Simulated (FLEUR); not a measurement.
# In (Im-3m) in FLEUR: convergence with Gmax

Aim: find how far Gmax must go before the results for In settle, at PBEsol. This setting moves, with any that are tied to it; all else stays.

Everything below comes from runs of FLEUR MaX-R8.1 (later development tree). Logs are shortened: lines on timing, memory, paths and dates and some standing lists are left out, and cuts for length are marked.

## Step 1: Starting point

It takes space group Im-3m (No. 229, cubic). Conventional cell: a = 3.765 Å, b = 3.765 Å, c = 3.765 Å, α = 90.00°, β = 90.00°, γ = 90.00°. In (site symmetry m-3m) is surrounded by 8 In at 3.26 Å.

This isn't the form of In at room conditions, which is tetragonal.

## Step 2: With Gmax 9

inp.xml reads:

```xml
<?xml version="1.0" encoding="UTF-8" standalone="no"?>
<fleurInput fleurInputVersion="0.39">
   <comment>
      In                                                                                                  
   </comment>
   <calculationSetup>
      <cutoffs Kmax="4.1" Gmax="9.0" GmaxXC="9.0" numbands="0"/>
      <scfLoop itmax="60" minDistance="0.00001" maxIterBroyd="15" imix="Anderson" alpha="0.05" precondParam="0.0" spinf="2.0" sdNocoIR="T"/>
      <coreElectrons ctail="T" frcor="F" kcrel="0" coretail_lmax="0"/>
      <xcFunctional name="PBEs" relativisticCorrections="F"/>
      <magnetism jspins="1"/>
      <soc l_soc="F" theta="0.0" phi="0.0" spav="F"/>
      <expertModes spex="0" secvar="F"/>
      <geometryOptimization l_f="T" forcealpha="1.0" forcemix="BFGS" epsdisp="0.0005" epsforce="0.0002"/>
      <ldaU l_linMix="F" mixParam="0.05" spinf="1.0"/>
   </calculationSetup>
   <cell>
      <bzIntegration valenceElectrons="21.0" mode="hist" fermiSmearingEnergy="0.00183747">
         <kPointListSelection listName="default-1"/>
         <!-- k-points included here -->
         <xi:include xmlns:xi="http://www.w3.org/2001/XInclude" href="kpts.xml"> </xi:include>
      </bzIntegration>
      <!-- symmetry operations included here -->
      <xi:include xmlns:xi="http://www.w3.org/2001/XInclude" href="sym.xml"> </xi:include>
      <bulkLattice scale="1.0">
         <bravaisMatrix>
            <row-1>   -3.5574571262468848     3.5574571262468848     3.5574571262468848</row-1>
            <row-2>    3.5574571262468848    -3.5574571262468848     3.5574571262468848</row-2>
            <row-3>    3.5574571262468848     3.5574571262468848    -3.5574571262468848</row-3>
         </bravaisMatrix>
      </bulkLattice>
   </cell>
   <atomSpecies>
      <species name="Indium (In)" element="In" atomicNumber="49">
         <mtSphere radius="2.66" gridPoints="879" logIncrement="0.015"/>
         <atomicCutoffs lmax="10" lnonsphr="10"/>
         <electronConfig flipSpins="F">
            <coreConfig>(1s1/2) (2s1/2) (2p1/2) (2p3/2) (3s1/2) (3p1/2) (3p3/2) (3d3/2) (3d5/2)</coreConfig>
            <valenceConfig>(4s1/2) (4p1/2) (4p3/2) (5s1/2) (4d3/2) (4d5/2) (5p1/2) (5p3/2)</valenceConfig>
            <stateOccupation state="(5p1/2)" spinUp="0.166667" spinDown="0.166667"/>
            <stateOccupation state="(5p3/2)" spinUp="0.333333" spinDown="0.333333"/>
         </electronConfig>
         <energyParameters s="5" p="5" d="4" f="4"/>
         <lo type="SCLO" l="0" n="4" eDeriv="0"/>
         <lo type="SCLO" l="1" n="4" eDeriv="0"/>
         <lo type="SCLO" l="1" n="4" eDeriv="1"/>
         <lo type="SCLO" l="2" n="4" eDeriv="2"/>
         <lo type="SCLO" l="3" n="4" eDeriv="2"/>
      </species>
   </atomSpecies>
   <atomGroups>
      <atomGroup species="Indium (In)">
         <relPos label="                   1">.0000000000 .0000000000 .0000000000</relPos>
         <force calculate="T" relaxXYZ="TTT"/>
      </atomGroup>
   </atomGroups>
   <output dos="F" band="F" slice="F">
      <checks vchk="F" cdinf="F"/>
      <bandDOS minEnergy="-.5*Htr" maxEnergy="0.5*Htr" sigma="0.015" storeEVData="T"/>
      <vacuumDOS vacdos="F" integ="F" star="F" nstars="0" locx1="0.0" locy1="0.0" locx2="0.0" locy2="0.0" nstm="0" tworkf="0.0"/>
      <unfoldingBand unfoldBand="F" supercellX="1" supercellY="1" supercellZ="1"/>
      <plotting iplot="0" polar="F">
         <plot TwoD="T" vec1="  1.0  0.0  0.0" vec2="  0.0  1.0  0.0" vec3="  0.0  0.0  1.0" zero="  0.0  0.0  0.0" file="plot"/>
      </plotting>
      <chargeDensitySlicing numkpt="0" minEigenval="0.0" maxEigenval="0.0" nnne="0" pallst="F"/>
      <specialOutput eonly="F"/>
      <moessbauerParams electricFieldGradient="T" isomerShift="T" coreHyperfine="T" valenceHyperfine="T"/>
      <magneticCircularDichroism mcd="F" energyLo="-10.0" energyUp="0.0"/>
   </output>
  <!-- We include the file relax.xml here to enable relaxations (see documentation) -->
  <xi:include xmlns:xi="http://www.w3.org/2001/XInclude" href="relax.xml"> <xi:fallback/> </xi:include>
</fleurInput>
```

crystal.txt reads:

```
In
&input cartesian=F /
-1.8825252400  1.8825252400  1.8825252400
1.8825252400  -1.8825252400  1.8825252400
1.8825252400  1.8825252400  -1.8825252400
1.8897261246
1.0 1.0 1.0

1
49 0.0000000000  0.0000000000  0.0000000000

&kpt div1=8 div2=8 div3=8 gamma=T /
```

Potentials or basis: all-electron, FLAPW.

Launch:

```
$ inpgen -f crystal.txt -profile fastHighL
$ # inp.xml edited to the form shown
$ fleur_MPI
```

Run time: 15 s. Hardware: 1 thread of Arm Neoverse V2, shared host; peak memory 0.07 GiB.

What came out:

- Free energy: -160019.2070 eV
- Band gap on the k mesh: none (metal or under the smearing width)
- Valence electrons inside the program's atomic spheres: In 19.42 (radii In 2.66 bohr)

## Step 3: With Gmax 10.3

inp.xml: that of step 2 with these lines changed.

```diff
@@ -6,3 +6,3 @@
    <calculationSetup>
-      <cutoffs Kmax="4.1" Gmax="9.0" GmaxXC="9.0" numbands="0"/>
+      <cutoffs Kmax="4.1" Gmax="10.3" GmaxXC="10.3" numbands="0"/>
       <scfLoop itmax="60" minDistance="0.00001" maxIterBroyd="15" imix="Anderson" alpha="0.05" precondParam="0.0" spinf="2.0" sdNocoIR="T"/>
```

crystal.txt is that of step 2.

Potentials or basis: all-electron, FLAPW.

Launch:

```
$ inpgen -f crystal.txt -profile fastHighL
$ # inp.xml edited to the form shown
$ fleur_MPI
```

Run time: 16 s. Hardware: 1 thread of Arm Neoverse V2, shared host; peak memory 0.06 GiB.

What came out:

* Free energy: -160019.2071 eV
* Band gap on the k mesh: none (metal or under the smearing width)
* Valence electrons inside the program's atomic spheres: In 19.42 (radii In 2.66 bohr)

## Step 4: With Gmax 11.7

inp.xml: that of step 3 with these lines changed.

```diff
@@ -6,3 +6,3 @@
    <calculationSetup>
-      <cutoffs Kmax="4.1" Gmax="10.3" GmaxXC="10.3" numbands="0"/>
+      <cutoffs Kmax="4.1" Gmax="11.7" GmaxXC="11.7" numbands="0"/>
       <scfLoop itmax="60" minDistance="0.00001" maxIterBroyd="15" imix="Anderson" alpha="0.05" precondParam="0.0" spinf="2.0" sdNocoIR="T"/>
```

crystal.txt is that of step 3.

Launch:

```
$ inpgen -f crystal.txt -profile fastHighL
$ # inp.xml edited to the form shown
$ fleur_MPI
```

Wall time 16 s (1 thread of Arm Neoverse V2, shared host); peak memory 0.07 GiB.

Results:

```
Free energy                                           : -160019.2071 eV
Band gap on the k mesh                                : none (metal or under the smearing width)
Valence electrons inside the program's atomic spheres : In 19.42 (radii In 2.66 bohr)
```

## Step 5: With Gmax 13.5

inp.xml: that of step 4 with these lines changed.

```diff
@@ -6,3 +6,3 @@
    <calculationSetup>
-      <cutoffs Kmax="4.1" Gmax="11.7" GmaxXC="11.7" numbands="0"/>
+      <cutoffs Kmax="4.1" Gmax="13.5" GmaxXC="13.5" numbands="0"/>
       <scfLoop itmax="60" minDistance="0.00001" maxIterBroyd="15" imix="Anderson" alpha="0.05" precondParam="0.0" spinf="2.0" sdNocoIR="T"/>
```

crystal.txt is that of step 4.

Launch:

```
$ inpgen -f crystal.txt -profile fastHighL
$ # inp.xml edited to the form shown
$ fleur_MPI
```

Wall time 17 s (1 thread of Arm Neoverse V2, shared host); peak memory 0.07 GiB.

Results:

* Free energy: -160019.2071 eV
* Band gap on the k mesh: none (metal or under the smearing width)
* Valence electrons inside the program's atomic spheres: In 19.42 (radii In 2.66 bohr)

## Step 6: With Gmax 15.8

inp.xml: that of step 5 with these lines changed.

```diff
@@ -6,3 +6,3 @@
    <calculationSetup>
-      <cutoffs Kmax="4.1" Gmax="13.5" GmaxXC="13.5" numbands="0"/>
+      <cutoffs Kmax="4.1" Gmax="15.8" GmaxXC="15.8" numbands="0"/>
       <scfLoop itmax="60" minDistance="0.00001" maxIterBroyd="15" imix="Anderson" alpha="0.05" precondParam="0.0" spinf="2.0" sdNocoIR="T"/>
```

crystal.txt is that of step 5.

Potentials or basis: all-electron, FLAPW.

Launch:

```
$ inpgen -f crystal.txt -profile fastHighL
$ # inp.xml edited to the form shown
$ fleur_MPI
```

It took 18 s on 1 thread of Arm Neoverse V2, shared host; peak memory 0.07 GiB.

Results:

```yaml
Free_energy: -160019.2071 eV
Band_gap_on_the_k_mesh: none (metal or under the smearing width)
Valence_electrons_inside_the_program's_atomic_spheres: In 19.42 (radii In 2.66 bohr)
```

## Step 7: With Gmax 18

inp.xml: that of step 6 with these lines changed.

```diff
@@ -6,3 +6,3 @@
    <calculationSetup>
-      <cutoffs Kmax="4.1" Gmax="15.8" GmaxXC="15.8" numbands="0"/>
+      <cutoffs Kmax="4.1" Gmax="18.0" GmaxXC="18.0" numbands="0"/>
       <scfLoop itmax="60" minDistance="0.00001" maxIterBroyd="15" imix="Anderson" alpha="0.05" precondParam="0.0" spinf="2.0" sdNocoIR="T"/>
```

crystal.txt is that of step 6.

Launch:

```
$ inpgen -f crystal.txt -profile fastHighL
$ # inp.xml edited to the form shown
$ fleur_MPI
```

Wall time 19 s (1 thread of Arm Neoverse V2, shared host); peak memory 0.07 GiB.

What came out:

| Item | Value |
| --- | --- |
| Free energy | -160019.2071 eV |
| Band gap on the k mesh | none (metal or under the smearing width) |
| Valence electrons inside the program's atomic spheres | In 19.42 (radii In 2.66 bohr) |

## Step 8: With Gmax 22.5

inp.xml: that of step 7 with these lines changed.

```diff
@@ -6,3 +6,3 @@
    <calculationSetup>
-      <cutoffs Kmax="4.1" Gmax="18.0" GmaxXC="18.0" numbands="0"/>
+      <cutoffs Kmax="4.1" Gmax="22.5" GmaxXC="22.5" numbands="0"/>
       <scfLoop itmax="60" minDistance="0.00001" maxIterBroyd="15" imix="Anderson" alpha="0.05" precondParam="0.0" spinf="2.0" sdNocoIR="T"/>
```

crystal.txt is that of step 7.

Potentials or basis: all-electron, FLAPW.

Launch:

```
$ inpgen -f crystal.txt -profile fastHighL
$ # inp.xml edited to the form shown
$ fleur_MPI
```

The log of the run:

```text
Welcome to FLEUR        (www.flapw.de)
      MaX-Release 8.1          (www.max-centre.eu)

 ========== k-point set info ==========
 Selected k-point list: default-1
 k-point list type: mesh
 8 x 8 x 8
 Number of k points: 29

 ------------Calculation Setup---------------------------
 Number of MPI-tasks      :            1
 Number of PE/node        :            1
 Number of OMP-threads    :            1
 Most efficient MPI parallelization for:
           1          29
 Additional eigenvalue parallelization possible
 Number of basis functions:          271
 Approximate size of matrices (H+S) per k-point:         0.001 GB
 --------------------------------------------------------
 Iteration:     1   Distance:       4.20590913 me/bohr^3
 Iteration:     2   Distance:       3.89533387 me/bohr^3
 Iteration:     3   Distance:       1.77896499 me/bohr^3
 Iteration:     4   Distance:       0.17360121 me/bohr^3
 Iteration:     5   Distance:       0.17661543 me/bohr^3
 Iteration:     6   Distance:       0.03527806 me/bohr^3
 Iteration:     7   Distance:       0.00829390 me/bohr^3
 Iteration:     8   Distance:       0.00212674 me/bohr^3
 Iteration:     9   Distance:       0.00022773 me/bohr^3
 Iteration:    10   Distance:       0.00016731 me/bohr^3
 Iteration:    11   Distance:       0.00001386 me/bohr^3
 Iteration:    12   Distance:       0.00000394 me/bohr^3

 ********************************************************************
 Run finished successfully
 Stop message:
   Structural relaxation: Done
 ********************************************************************
```

out.xml (last iteration):

```text
<iteration numberForCurrentRun="   13" overallNumber="   13">
         <energyParameters units="Htr">
            <atomicEP atomType="1" spin="1" branch="5s" branchLowest="-3.98" branchHighest="0.84" value="0.0600222188"/>
            <atomicEP atomType="1" spin="1" branch="5p" branchLowest="-2.45" branchHighest="1.44" value="0.2534302040"/>
            <atomicEP atomType="1" spin="1" branch="4d" branchLowest="-15.48" branchHighest="-0.23" value="-0.2637816365"/>
            <atomicEP atomType="1" spin="1" branch="4f" branchLowest="-9.99" branchHighest="1.91" value="0.5909468603"/>
            <loAtomicEP atomType="1" spin="1" branch="4s" branchLowest="-28.53" branchHighest="-3.98" value="-3.9813676216"/>
            <loAtomicEP atomType="1" spin="1" branch="4p" branchLowest="-23.41" branchHighest="-2.45" value="-2.4639340068"/>
            <loAtomicEP atomType="1" spin="1" branch="4p" branchLowest="-23.41" branchHighest="-2.45" value="-2.4639340068"/>
            <loAtomicEP atomType="1" spin="1" branch="4d" branchLowest="-15.48" branchHighest="-0.23" value="-0.2742802189"/>
            <loAtomicEP atomType="1" spin="1" branch="4f" branchLowest="-9.99" branchHighest="1.91" value="0.5909489493"/>
         </energyParameters>
         <eigenvalues>
            <eigenvaluesAt spin="1" ikpt="1" k_x="0.00000000" k_y="0.00000000" k_z="0.00000000">
                      -3.9813830327       -2.4565717340       -2.4565717340       -2.4565717340       -0.2819395039
                      -0.2819395039       -0.2819395039       -0.2721222419       -0.2721222419       -0.0924430285
                       0.6535674141        0.6535674141        0.6535674141        0.7286326420        0.7286326420
                       0.7286326420        0.8027130565
            </eigenvaluesAt>
            <eigenvaluesAt spin="1" ikpt="2" k_x="0.00000000" k_y="0.00000000" k_z="0.12500000">
                      -3.9813805799       -2.4566123604       -2.4565884109       -2.4565705451       -0.2825206472
                      -0.2814496873       -0.2797079686       -0.2727122498       -0.2721439893       -0.0792973220
                       0.5465682270        0.6035073305        0.6244631347        0.6824480918        0.6933846252
                       0.7260453985        0.8256077009
            </eigenvaluesAt>
            <eigenvaluesAt spin="1" ikpt="3" k_x="0.00000000" k_y="0.00000000" k_z="0.25000000">
                      -3.9813746327       -2.4567102465       -2.4566285096       -2.4565676265       -0.2839160782
                      -0.2811933609       -0.2741785768       -0.2734867465       -0.2721805163       -0.0392492622
                       0.3882247992        0.5334692391        0.5712640681        0.6489261564        0.6539890234
                       0.7627172896        0.8479534014
            </eigenvaluesAt>
            <eigenvaluesAt spin="1" ikpt="4" k_x="0.00000000" k_y="0.00000000" k_z="0.37500000">
                      -3.9813686777       -2.4568081713       -2.4566686859       -2.4565647414       -0.2853046250
                      -0.2824391089       -0.2730740729       -0.2721973740       -0.2684410736        0.0281357423
                       0.2456607705        0.4847572943        0.5333862808        0.6295799026        0.6300691095
                       0.8268565465        0.8708378818
            </eigenvaluesAt>
         </eigenvalues>
         <bandgap value="0.0125455733" units="eV"/>
         <sumValenceSingleParticleEnergies value="-25.1240975097" units="Htr"/>
         <FermiEnergy value="0.2583416365" units="Htr"/>
         <valenceDensity>
            <mtCharges spin="1">
               <mtCharge atomType="1" total="19.4170853" s="3.0365173" p="6.5045343" d="9.8661593" f="0.0088819"/>
            </mtCharges>
            <spinDependentCharge spin="1" total="21.0000000" interstitial="1.5829147" mtSpheres="19.4170853"/>
            <totalCharge value="21.0000000000"/>
         </valenceDensity>
         <coreStates atomType="     1" atomicNumber=" 49" spin="1" kinEnergy="   5925.8685306186" eigValSum="  -3513.5865680572" lostElectrons=" 0.000000">
            <state n="1" l="0" j="0.5" energy="-1018.3719383011" weight="1.0000000000"/>
            <state n="2" l="0" j="0.5" energy="-152.1047041865" weight="1.0000000000"/>
            <state n="2" l="1" j="0.5" energy="-141.8397202002" weight="1.0000000000"/>
            <state n="2" l="1" j="1.5" energy="-134.0961554017" weight="2.0000000000"/>
            <state n="3" l="0" j="0.5" energy="-28.5268957835" weight="1.0000000000"/>
            <state n="3" l="1" j="0.5" energy="-24.3842560353" weight="1.0000000000"/>
            <state n="3" l="1" j="1.5" energy="-22.9855241655" weight="2.0000000000"/>
            <state n="3" l="2" j="1.5" energy="-15.6525072132" weight="2.0000000000"/>
            <state n="3" l="2" j="2.5" energy="-15.3657986537" weight="3.0000000000"/>
         </coreStates>
         <allElectronCharges>
            <spinDependentCharge spin="1" total="49.0000000" interstitial="1.5829147" mtSpheres="47.4170853"/>
            <totalCharge value="48.9999999998"/>
         </allElectronCharges>
         <moessbauerParams unitsHFF="kG" unitsIS="e/bohr^3" unitsEFG="Htr/bohr^2">
            <coreIsomerShift atomType="1" isTotal="176714.43662">
               <shell n="1" l="0" isomerShift="154759.22190"/>
               <shell n="2" l="0" isomerShift="17993.21126"/>
               <shell n="2" l="1" isomerShift="413.73604"/>
               <shell n="3" l="0" isomerShift="3462.47113"/>
               <shell n="3" l="1" isomerShift="85.79628"/>
               <shell n="3" l="2" isomerShift="0.00001"/>
            </coreIsomerShift>
            <isomerShift atomType="1" nucleusRadius="0.0001148" averageDensity="177454.57951"/>
            <electricFieldGradient atomType="1" VXX="0.00000" VYY="0.00000" VZZ="0.00000" asymParam="0.00000">
            </electricFieldGradient>
         </moessbauerParams>
         <totalEnergy                                    value="    -5880.5970403520" units="Htr">
            <sumOfEigenvalues                            value="    -3538.7106655669">
               <coreElectrons value="-3513.5865680572"/>
               <valenceElectrons value="-25.1240975097"/>
            </sumOfEigenvalues>
            <densityCoulombPotentialIntegral value="-9509.6275355542"/>
            <densityEffectivePotentialIntegral value="-9716.4510247761"/>
            <chargeDenXCDenIntegral value="-157.3244360173"/>
            <FockExchangeEnergyValence value="0.0000000000"/>
            <FockExchangeEnergyCore value="0.0000000000"/>
            <atomTypeDependentContributions atomType="1">
               <electronNucleiInteractionDifferentMTs value="7125.7009058947"/>
               <MadelungTerm value="-20.4982898721"/>
            </atomTypeDependentContributions>
            <tkbTimesEntropy value="0.0003548084"/>
            <freeEnergy value="-5880.5973951604"/>
            <extrapolationTo0K value="-5880.5972177562"/>
         </totalEnergy>
         <totalForcesOnRepresentativeAtoms units="Htr/bohr">
            <forceTotal atomType="1" x="0.000000" y="0.000000" z="0.000000" F_x="0.00000000" F_y="0.00000000" F_z="0.00000000"/>
         </totalForcesOnRepresentativeAtoms>
      </iteration>
```

Wall time 22 s (1 thread of Arm Neoverse V2, shared host); peak memory 0.08 GiB.

What came out:

- Free energy: -160019.2071 eV
- Band gap on the k mesh: none (metal or under the smearing width)
- Valence electrons inside the program's atomic spheres: In 19.42 (radii In 2.66 bohr)

## Step 9: Summary

```tsv
Gmax	energy less the tightest run, at zero smearing (meV/atom)	SCF cycles	CPU time (s)	peak memory (GiB)
9	0.03	13	15	0.07
10.3	0.01	13	16	0.06
11.7	0.00	13	16	0.07
13.5	0.00	13	17	0.07
15.8	0.00	13	18	0.07
18	0.00	13	19	0.07
22.5	0.00	13	22	0.08
```

Against the tightest run, the energy stays within 1 meV/atom from 9 on. The tightest run that finished is the yardstick and may itself not be fully converged.
